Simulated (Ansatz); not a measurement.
# Blue phosphorene bilayer (AB) in a perpendicular field

Aim: how the blue phosphorene bilayer (AB) screens a field along its normal, and what the field does to its bands. A positive field points along +c.

Method: plane-wave DFT, PBE-D3(BJ), Ansatz PAW, in the first sound run; inputs show where later runs differ, in Ansatz 0.2.0.

## (1) The starting structure

The cell holds 4 atoms: 4 P. Its edges and angles: a = 3.280 Å, b = 3.280 Å, c = 23.680 Å, α = 90.0°, β = 90.0°, γ = 120.0°. Regions: layer 1: blue phosphorene, 2 atoms (2 P); layer 2: blue phosphorene, 2 atoms (2 P). Vacuum lies along c.

## (2) Relaxation

The starting cell is a guess, so the in-plane lattice and the atoms are relaxed first, with the slab cut off from its images along the normal. The program lengthens the vector along the normal by itself, so c and the volume that it reports differ from the typed ones.

input.yaml

```yaml
crystal:
  lattice:
    - [3.28, 0.0, 0.0]
    - [-1.64, 2.8405633244, 0.0]
    - [0.0, 0.0, 23.68]
  atoms:
    - { symbol: P, position: [0.6666666667, 0.3333333333, 0.3800675676] }
    - { symbol: P, position: [0.3333333333, 0.6666666667, 0.4324324324] }
    - { symbol: P, position: [0.0, 0.0, 0.5675675676] }
    - { symbol: P, position: [0.6666666667, 0.3333333333, 0.6199324324] }
  periodic: [true, true, false]
kpoints:
  mp_grid: { grid: [12, 12, 1] }
hamiltonian:
  xc: pbe
  dispersion: d3bj
scf:
  occupations: { method: fermi_dirac, width: 0.05 }
  convergence: { dr2_threshold: 1.0e-09 }
relax:
  f_tol: 0.004
  max_steps: 90
  cell: {}
output:
  write_potential: true
  write_density: true
  volumetric_format: npy
```

The run is started by

```
> ansatz run input.yaml --threads 2 --pin off --max-ram 3072MiB --backend cpu --events-out ev --progress --plain --runs-dir out
```

Numbers of over 12 decimals in the logs are rounded to 6 here.

Output:

```text
Warning: crystal.periodic: the lattice vector that does not repeat stood 0.000° off the slab's normal, 23.680 Å along it as the deck builds it. The run solves the slab on a vector along the normal, 35.160 Å long, with every atom where it was (on the deck's vector they left 18.00 Å outside them, and the widest stretch free of ions among them is 3.20 Å). A fractional position that the run reports is one of the run's ce [...]
Warning: relax.cell: scf.convergence.dr2_threshold = 1e-9 eV is looser than the 1.62692628103e-10 eV advised for a relaxation that steers and ends on the stress (1e-10 eV for each atom of the cell: 4, times the square of relax.cell.stress_2d_tol = 0.05 N/m over 15.7 Å (the atoms' height at the walk's start and 5 Å past either face), 3.189e-2 GPa, over a crystal's default 0.05). What an SCF threshold leaves in a stress goes as its square root, and in the free energy as the threshold itself, and one threshold admits the most on a small cell: [figures from the program's tests cut] Set scf.convergence.dr2_threshold to 1.62692628103e-10 eV or tighter. [rest of the remark cut]
crystal.periodic: the lattice vector that does not repeat stood 0.000° off the slab's normal, 23.680 Å along it as the deck builds it. The run solves the slab on a vector along the normal, 35.160 Å long, with every atom where it was (on the deck's vector they left 18.00 Å outside them, and the widest stretch free of ions among them is 3.20 Å). A fractional position that the run reports is one of the run's cell, which [...]
Engine: ansatz 0.2.0, x86_64-unknown-linux-gnu
Pseudopotentials: kind: paw
Pseudopotential: P, paw, valence charge 5, recommended cutoff 420 eV (normal), P.paw.azcp
Functional definition: PBE
  parameter kappa = 0.804
  parameter beta = 0.066725
  exchange = pbe_x(kappa = kappa, mu = beta*pi^2/3)
  correlation = pbe_c(beta = beta)
Crystal: 4 atoms, lattice volume = 327.587 Å³
Basis set: ecut = 420 eV, 6537 PW (Γ), exchange–correlation on 48×48×480 points (8 copies of the dense FFT grid, shifted against one another)
Bands: 14, of which v1, the nominal top of the filled ones, is band 10 counted from 1 (9 counted from 0)
Symmetry: 12 space group operations
Space group: P-3m1 (ITA 164), of the structure as read, at distance tolerance 6.9e-5 Å
k-points: 19 of 144
Non-local potential: P, projectors of the file, l = 0: 2, l = 1: 2, l = 2: 2
PAW form: soft (Blöchl's): semilocal exchange-correlation on the pseudo side does not see the compensation charge
PAW one-centre angular grid: P, 110 points (default); XC on 64 Gauss nodes
Initial density: superposition of atomic densities (neutral atoms: chi_scale 0, normalization atom), corrected by the library's trained network
Initial wavefunctions: pseudopotential atomic-orbital guess
Functional: x = pbe(κ = 0.804, μ = 0.219515), c = pbe(β = 0.066725)
SCF iter   1: F=—  HF=-3023.640615 eV  |F-HF|=—  |Δ(HF+E_count)|=         —  Δρ=1.18e-3  dr2=2.57e-2  ethr=1.77e-3  ⟨swp⟩=12.8  Hψ=2914  notcnv=0
preconditioner: auto → Resta (q_TF=auto, 1.712 Å⁻¹)  ε∞=2.1  [insulator: Δε(μ)=1.039 eV  Ē_g=8.759 eV  σ=0.050 eV  W_gap=1.00  n_scr=18 (ndim 8)  ℏωp=9.2 eV  f_vac=0.714  D(μ)=0.00/eV (n_scr^D=0)  ε∞_Penn≈2.1  vacuum switching on, ρ_ref=5.6e-3 e/Å³]
SCF iter   2: F=—  HF=-3023.640304 eV  |F-HF|=—  |Δ(HF+E_count)|=   3.11e-4  Δρ=1.18e-3  dr2=1.90e-2  ethr=1.29e-4  ⟨swp⟩=3.6  Hψ=740  notcnv=0
SCF iter   3: F=—  HF=-3023.638029 eV  |F-HF|=—  |Δ(HF+E_count)|=   2.28e-3  Δρ=4.98e-4  dr2=1.53e-3  ethr=9.50e-5  ⟨swp⟩=2.2  Hψ=360  notcnv=0
SCF iter   4: F=—  HF=-3023.638145 eV  |F-HF|=—  |Δ(HF+E_count)|=   1.16e-4  Δρ=1.18e-4  dr2=5.49e-5  ethr=7.67e-6  ⟨swp⟩=3.3  Hψ=556  notcnv=0
SCF iter   5: F=—  HF=-3023.638170 eV  |F-HF|=—  |Δ(HF+E_count)|=   2.50e-5  Δρ=2.94e-5  dr2=3.82e-6  ethr=2.75e-7  ⟨swp⟩=2.9  Hψ=554  notcnv=0
SCF iter   6: F=—  HF=-3023.638172 eV  |F-HF|=—  |Δ(HF+E_count)|=   2.18e-6  Δρ=5.73e-6  dr2=1.29e-7  ethr=1.91e-8  ⟨swp⟩=2.9  Hψ=579  notcnv=0
SCF iter   7: F=—  HF=-3023.638155 eV  |F-HF|=—  |Δ(HF+E_count)|=   1.69e-5  Δρ=1.37e-6  dr2=9.49e-9  ethr=6.44e-10  ⟨swp⟩=3.0  Hψ=549  notcnv=0
SCF iter   8: F=-3023.638155 eV  HF=-3023.638155 eV  |F-HF|=1.66e-10  |Δ(HF+E_count)|=   4.61e-9  Δρ=1.12e-7  dr2=6.40e-11  ethr=5.00e-12  ⟨swp⟩=12.3  Hψ=2356  notcnv=0
SCF 1 converged in 8 iterations: F = -3023.638155 eV  dr2 = 6.40e-11
  greatest PAW one-centre occupation: 0.819 electrons in one spin orbital (limit 2), on the P atom at site 2 (counted from 0), in its partial waves of l = 0
relax step   1: F+E_penalty+E_count = -3023.63815549 eV  Δ(F+E_penalty+E_count) = +0.000e0 eV  max|allowed force component| = 6.090e-2 eV/Å  Δτ_max = 0.0000 Å  P = -1.068 N/m  Ω = 327.587 Å³  fix = [c, alpha, beta]  reactions: c +0.000 N/m  (8 SCF iters, accepted)
Crystal: 4 atoms, lattice volume = 323.912 Å³
Basis set: ecut = 420 eV, 6453 PW (Γ), exchange–correlation on 48×48×480 points (8 copies of the dense FFT grid, shifted against one another)
Initial density: handed on by an earlier stage of this run
Initial wavefunctions: those handed on with the density
iter 1 solved again at ethr=1.05e-4 eV; its pass at ethr=3.10e-3 eV (dr2=2.09e-2 eV) is discarded
SCF iter   1: F=—  HF=-3023.643849 eV  |F-HF|=—  |Δ(HF+E_count)|=         —  Δρ=3.28e-3  dr2=2.07e-2  ethr=1.05e-4  ⟨swp⟩=2.7  Hψ=3048  notcnv=0
preconditioner: auto → Resta (q_TF=auto, 1.715 Å⁻¹)  ε∞=2.1  [insulator: Δε(μ)=1.227 eV  Ē_g=8.790 eV  σ=0.050 eV  W_gap=1.00  n_scr=18 (ndim 8)  ℏωp=9.2 eV  f_vac=0.704  D(μ)=0.00/eV (n_scr^D=0)  ε∞_Penn≈2.1  vacuum switching on, ρ_ref=5.6e-3 e/Å³]
SCF iter   2: F=—  HF=-3023.642770 eV  |F-HF|=—  |Δ(HF+E_count)|=   1.08e-3  Δρ=1.66e-3  dr2=6.77e-3  ethr=1.04e-4  ⟨swp⟩=2.2  Hψ=354  notcnv=0
SCF iter   3: F=—  HF=-3023.643278 eV  |F-HF|=—  |Δ(HF+E_count)|=   5.08e-4  Δρ=8.73e-4  dr2=6.69e-3  ethr=3.38e-5  ⟨swp⟩=3.1  Hψ=454  notcnv=0
SCF iter   4: F=—  HF=-3023.642646 eV  |F-HF|=—  |Δ(HF+E_count)|=   6.32e-4  Δρ=1.02e-4  dr2=5.19e-5  ethr=3.34e-5  ⟨swp⟩=2.2  Hψ=341  notcnv=0
SCF iter   5: F=—  HF=-3023.642661 eV  |F-HF|=—  |Δ(HF+E_count)|=   1.48e-5  Δρ=2.83e-5  dr2=3.16e-6  ethr=2.59e-7  ⟨swp⟩=3.5  Hψ=602  notcnv=0
SCF iter   6: F=—  HF=-3023.642661 eV  |F-HF|=—  |Δ(HF+E_count)|=   3.02e-7  Δρ=6.33e-6  dr2=2.26e-7  ethr=1.58e-8  ⟨swp⟩=3.0  Hψ=533  notcnv=0
SCF iter   7: F=—  HF=-3023.642645 eV  |F-HF|=—  |Δ(HF+E_count)|=   1.63e-5  Δρ=9.87e-7  dr2=3.37e-9  ethr=1.13e-9  ⟨swp⟩=3.2  Hψ=555  notcnv=0
SCF iter   8: F=-3023.642645 eV  HF=-3023.642645 eV  |F-HF|=5.03e-10  |Δ(HF+E_count)|=   1.56e-9  Δρ=2.35e-7  dr2=1.93e-10  ethr=5.00e-12  ⟨swp⟩=11.8  Hψ=2280  notcnv=0
SCF 2 converged in 8 iterations: F = -3023.642645 eV  dr2 = 1.93e-10
relax step   2: F+E_penalty+E_count = -3023.64264490 eV  Δ(F+E_penalty+E_count) = -4.489e-3 eV  max|allowed force component| = 1.135e-1 eV/Å  Δτ_max = 0.0859 Å  P = -0.416 N/m  Ω = 323.912 Å³  energy of the carried Pulay correction = +1.154e-4 eV  fix = [c, alpha, beta]  reactions: c -0.000 N/m  (8 SCF iters, accepted)
Crystal: 4 atoms, lattice volume = 322.334 Å³
Basis set: ecut = 420 eV, 6417 PW (Γ), exchange–correlation on 48×48×480 points (8 copies of the dense FFT grid, shifted against one another)
iter 1 solved again at ethr=5.93e-6 eV; its pass at ethr=3.10e-3 eV (dr2=1.19e-3 eV) is discarded
SCF iter   1: F=—  HF=-3023.643232 eV  |F-HF|=—  |Δ(HF+E_count)|=         —  Δρ=7.53e-4  dr2=1.21e-3  ethr=5.93e-6  ⟨swp⟩=4.1  Hψ=3039  notcnv=0
preconditioner: auto → Resta (q_TF=auto, 1.717 Å⁻¹)  ε∞=2.1  [insulator: Δε(μ)=1.202 eV  Ē_g=8.839 eV  σ=0.050 eV  W_gap=1.00  n_scr=18 (ndim 8)  ℏωp=9.2 eV  f_vac=0.706  D(μ)=0.00/eV (n_scr^D=0)  ε∞_Penn≈2.1  vacuum switching on, ρ_ref=5.7e-3 e/Å³]
SCF iter   2: F=—  HF=-3023.643103 eV  |F-HF|=—  |Δ(HF+E_count)|=   1.29e-4  Δρ=3.76e-4  dr2=3.79e-4  ethr=5.93e-6  ⟨swp⟩=2.1  Hψ=346  notcnv=0
SCF iter   3: F=—  HF=-3023.643129 eV  |F-HF|=—  |Δ(HF+E_count)|=   2.63e-5  Δρ=1.93e-4  dr2=4.32e-4  ethr=1.89e-6  ⟨swp⟩=3.0  Hψ=471  notcnv=0
SCF iter   4: F=—  HF=-3023.643083 eV  |F-HF|=—  |Δ(HF+E_count)|=   4.67e-5  Δρ=3.05e-5  dr2=4.41e-6  ethr=1.89e-6  ⟨swp⟩=2.2  Hψ=358  notcnv=0
SCF iter   5: F=—  HF=-3023.643081 eV  |F-HF|=—  |Δ(HF+E_count)|=   2.06e-6  Δρ=8.38e-6  dr2=1.50e-6  ethr=2.21e-8  ⟨swp⟩=3.7  Hψ=642  notcnv=0
SCF iter   6: F=—  HF=-3023.643066 eV  |F-HF|=—  |Δ(HF+E_count)|=   1.51e-5  Δρ=2.65e-6  dr2=1.40e-7  ethr=7.48e-9  ⟨swp⟩=2.6  Hψ=368  notcnv=0
SCF iter   7: F=-3023.643066 eV  HF=-3023.643066 eV  |F-HF|=1.96e-10  |Δ(HF+E_count)|=   7.20e-9  Δρ=3.22e-7  dr2=3.06e-10  ethr=5.00e-12  ⟨swp⟩=11.6  Hψ=2723  notcnv=0
SCF 3 converged in 7 iterations: F = -3023.643066 eV  dr2 = 3.06e-10
relax step   3: F+E_penalty+E_count = -3023.64306556 eV  Δ(F+E_penalty+E_count) = -4.207e-4 eV  max|allowed force component| = 9.988e-2 eV/Å  Δτ_max = 0.0220 Å  P = +0.310 N/m  Ω = 322.334 Å³  energy of the carried Pulay correction = +1.654e-4 eV  fix = [c, alpha, beta]  reactions: c +0.000 N/m  (7 SCF iters, accepted)
[...]
relax step   4: F+E_penalty+E_count = -3023.64374556 eV  Δ(F+E_penalty+E_count) = -6.800e-4 eV  max|allowed force component| = 6.193e-3 eV/Å  Δτ_max = 0.0031 Å  P = +0.018 N/m  Ω = 322.923 Å³  energy of the carried Pulay correction = +1.467e-4 eV  fix = [c, alpha, beta]  reactions: c +0.000 N/m  (6 SCF iters, accepted)
[...]
relax step   5: F+E_penalty+E_count = -3023.64374353 eV  Δ(F+E_penalty+E_count) = +2.031e-6 eV  max|allowed force component| = 2.735e-3 eV/Å  Δτ_max = 0.0058 Å  P = -0.024 N/m  Ω = 323.061 Å³  energy of the carried Pulay correction = +1.424e-4 eV  fix = [c, alpha, beta]  reactions: c -0.000 N/m  (7 SCF iters, accepted)
Initial wavefunctions: pseudopotential atomic-orbital guess (no wavefunctions were taken with the density)
iter 1 solved again at ethr=8.91e-7 eV; its pass at ethr=3.10e-3 eV (dr2=1.78e-4 eV) is discarded
SCF iter   1: F=—  HF=-3023.643643 eV  |F-HF|=—  |Δ(HF+E_count)|=         —  Δρ=4.81e-6  dr2=7.22e-9  ethr=8.91e-7  ⟨swp⟩=5.2  Hψ=4180  notcnv=0
eigensolver tolerance schedule: the retry pair's looser diagonalisation over-reported the residual by 24669.82 of it (diagonalisation noise at an unbounded share of the residual, at the tolerance the schedule requests for it); recorded, not acted on — ethr = c·dr2/N_el stays at c = 1.0e-1
preconditioner: auto → Resta (q_TF=auto, 1.716 Å⁻¹)  ε∞=2.1  [insulator: Δε(μ)=1.213 eV  Ē_g=8.813 eV  σ=0.050 eV  W_gap=1.00  n_scr=18 (ndim 8)  ℏωp=9.2 eV  f_vac=0.706  D(μ)=0.00/eV (n_scr^D=0)  ε∞_Penn≈2.1  vacuum switching on, ρ_ref=5.6e-3 e/Å³]
SCF iter   2: F=—  HF=-3023.643623 eV  |F-HF|=—  |Δ(HF+E_count)|=   2.04e-5  Δρ=2.51e-6  dr2=2.08e-9  ethr=3.61e-11  ⟨swp⟩=5.9  Hψ=1108  notcnv=0
SCF iter   3: F=-3023.643623 eV  HF=-3023.643623 eV  |F-HF|=8.31e-10  |Δ(HF+E_count)|=   1.91e-8  Δρ=5.09e-7  dr2=2.80e-10  ethr=5.00e-12  ⟨swp⟩=14.4  Hψ=2504  notcnv=0
SCF 6 converged in 3 iterations: F = -3023.643623 eV  dr2 = 2.80e-10
relax step   6: F+E_penalty+E_count = -3023.64362312 eV  Δ(F+E_penalty+E_count) = +1.204e-4 eV  max|allowed force component| = 2.767e-3 eV/Å  Δτ_max = 0.0000 Å  P = -0.028 N/m  Ω = 323.061 Å³  fix = [c, alpha, beta]  reactions: c -0.000 N/m  stress off target by 2.77e-2 N/m on what of the cell is left free  SCF on the basis re-selected at this cell (its energy is not comparable with the rows above)  (3 SCF iters)
basis re-selected at this cell: Δ(F+E_penalty+E_count) = +1.204e-4 eV, ΔP = -0.004 N/m vs the last step (what re-selecting the basis moved, of the pressure what is left beyond the Pulay correction that the steps carried, after the strain that the cell walked since its last selection, with what the two solves' SCF thresholds leave and, on support functions, any second-order correction that the steps lacked; it is no m [...]
SCF converged after 3 iterations
Free energy (F): -3023.643623 eV
Harris-Foulkes:  -3023.643623 eV  (|F-HF|=8.31e-10)
Internal energy: -3023.643622 eV  (E = F + TS)
E sigma→0 (E₀):  -3023.643622 eV
Entropy (-TS):   -0.000001 eV (-0.000 meV/atom)
Fermi energy:    -5.007341 eV
--- Per-component energies (eV) ---
  E_band       = -228.474668
  E_kinetic    = 278.826962
  E_local      = -23899.138801  (includes V_loc(G=0)·N_el)
  E_nonlocal   = 136.134694
  E_hartree    = 11763.358373
  E_xc         = -244.343277
  E_vxc        = -240.835243  (∫ρ·V_xc dr)
  E_paw        = -2277.388203  (= ΣΔE_a)
  E_vpaw       = -30.180142  (= ΣTr[D̂ρ^β])
  E_aug_tail   = 0.000013  (compensation charges beyond the density's cutoff)
  E_ewald      = 11219.967002
  E_disp       = -1.060384  (pairwise vdW)
  E_smearing   = -0.000001  (= −TS)
  E_closure    = 0.000000  (closes the sum)
  Σ components = -3023.643623   (vs F -3023.643623, Δ=0.00e0)
--- Forces (eV/Å), atoms counted from 1 ---
  atom   1  P      0.00000000    -0.00000000    -0.00157983
  atom   2  P     -0.00000000     0.00000000     0.00276671
  atom   3  P      0.00000000    -0.00000000    -0.00276671
  atom   4  P     -0.00000000     0.00000000     0.00157983
  max |Σ_I F_I| component: 3.70e-17 eV/Å
--- 2D stress c σ (N/m, compression-positive) ---
       -0.027657      -0.000000       0.000000
       -0.000000      -0.027657       0.000000
        0.000000       0.000000      -0.000000
  P = ½ c Tr σ = -0.0277 N/m
--- Band table (eV; the first three rows and the last of 19) ---
  k-point 0: bands = [... 6 lower, -6.2523, -6.2486, -6.2486, -5.7796, -2.2649, -2.2649, -2.2569, -2.1738]
  k-point 1: bands = [... 6 lower, -7.1042, -6.5175, -6.4946, -5.7276, -2.5699, -2.4763, -1.9436, -1.8418]
  k-point 2: bands = [... 6 lower, -7.0730, -7.0380, -7.0005, -5.6477, -3.2245, -3.1719, -1.3155, -1.1763]
  k-point 18: bands = [... 6 lower, -8.0338, -8.0044, -8.0044, -7.8417, -4.0570, -4.0570, -1.3458, -0.6602]
  the weakly bound empty levels are not read free of the cell's end (no_gap_told)
--- Relaxed structure (5 steps of the walk, 5 accepted, 1 SCFs on fresh bases) ---
  F+E_penalty+E_count = -3023.64362312 eV   max|allowed force component| = 2.767e-3 eV/Å   (the final SCF, on the basis selected at the relaxed cell)
  cell:  # Å, volume = 323.0611 Å³
    - [3.257261, 0, 0]
    - [-1.628631, 2.820871, 0]
    - [0, 0, 35.159999996928]
  atoms:
    - { symbol: P, position: [0.666667, 0.333333, 0.253932] }
    - { symbol: P, position: [0.333333, 0.666667, 0.289281] }
    - { symbol: P, position: [-1.2721305491573665e-17, -3.700743415363339e-17, 0.384212] }
    - { symbol: P, position: [0.666667, 0.333333, 0.419561] }
```

The job ended after 34 s (2 threads of Intel Xeon 6975P-C (Granite Rapids), shared host; peak memory 0.6 GiB; 28 s of CPU time).

The steps of the relaxation:

| step | energy less that of the first step (eV) | largest force component (eV/Å) | volume (Å³) |
| --- | --- | --- | --- |
| 1 | 0.0000 | 0.0609 | 327.59 |
| 2 | -0.0045 | 0.1135 | 323.91 |
| 3 | -0.0049 | 0.0999 | 322.33 |
| 4 | -0.0056 | 0.0062 | 322.92 |
| 5 | -0.0056 | 0.0027 | 323.06 |
| 6* | -0.0055 | 0.0028 | 323.06 |

Relaxation steps marked * repeat the geometry before them on a plane-wave basis chosen anew for their cell, so energy and pressure can jump there.

Forces are held to the 12 operations that the run works with; a distortion that breaks them can't arise in this run.

| cell as run | before | after | change |
| --- | --- | --- | --- |
| a (Å) | 3.280 | 3.257 | -0.7 % |
| b (Å) | 3.280 | 3.257 | -0.7 % |

The atoms that moved most (Å, along periodic axes as changes of fractional coordinates times the final cell, across vacuum about the mean position):

| atom | dx | dy | dz | length |
| --- | --- | --- | --- | --- |
| P4 | 0.000 | 0.000 | 0.072 | 0.072 |
| P1 | 0.000 | 0.000 | -0.072 | 0.072 |
| P2 | 0.000 | 0.000 | -0.069 | 0.069 |
| P3 | 0.000 | 0.000 | 0.069 | 0.069 |

The lattice constant a goes from 3.280 to 3.257 Å.

(Continued in part 2 of 4.)

[Logs are printed without paths, hosts, clocks, repeated set-up lines and the standing remarks that a program may print on its own settings, such as how far it seeks lower states.]

[Hosts, paths, dates, database ids (printed as entryN), source tags and the programs' standing remarks are cut or masked in the printed files.]

[Maps of the electrostatic potential energy from Ansatz leave out the sawtooth potential of an applied field or a dipole correction, so their vacuum need not be flat; planar profiles and work functions include it.]
